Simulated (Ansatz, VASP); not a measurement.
# NiGe in VASP and in Ansatz

```xyz
2
Lattice="2.0867 -2.1123 0.0000 2.0867 2.1123 0.0000 0.0000 0.0000 2.9737" Properties=species:S:1:pos:R:3 pbc="T T T"
Ni    0.0000    0.0000    1.4869
Ge    2.0867    0.0000    0.0000
```

Alike in both runs: task relaxation of cell and atoms; functional PBE; k mesh 18 × 18 × 18; occupations gaussian, width 0.1 eV; no spin polarisation.

```csv
,VASP,Ansatz
version,VASP 6.6.1,Ansatz 0.2.0
potentials or method,"VASP PAW PBE potentials, release 64 (Ni, Ge_d)","scalar-relativistic, plane waves, PAW"
plane-wave cutoff (eV),600,420
valence electrons in the cell,24,32
```

|  | VASP | Ansatz | Ansatz less VASP |
| --- | --- | --- | --- |
| gap on the k mesh at the Fermi level, each at its own relaxed structure (eV) | none | none | - |
| relaxed volume (Å³/atom) | 13.22 | 13.19 | -0.027 |
| relaxed cell length with the largest relative difference (Å) | 2.979 | 2.977 | -0.0023 |

A gap of «none» marks a metal or a gap that the smearing closes. The two sets of potentials don't hold the same shells in valence.

Spin polarisation is off, so any magnetic state and its effect on volume and gap are missing.
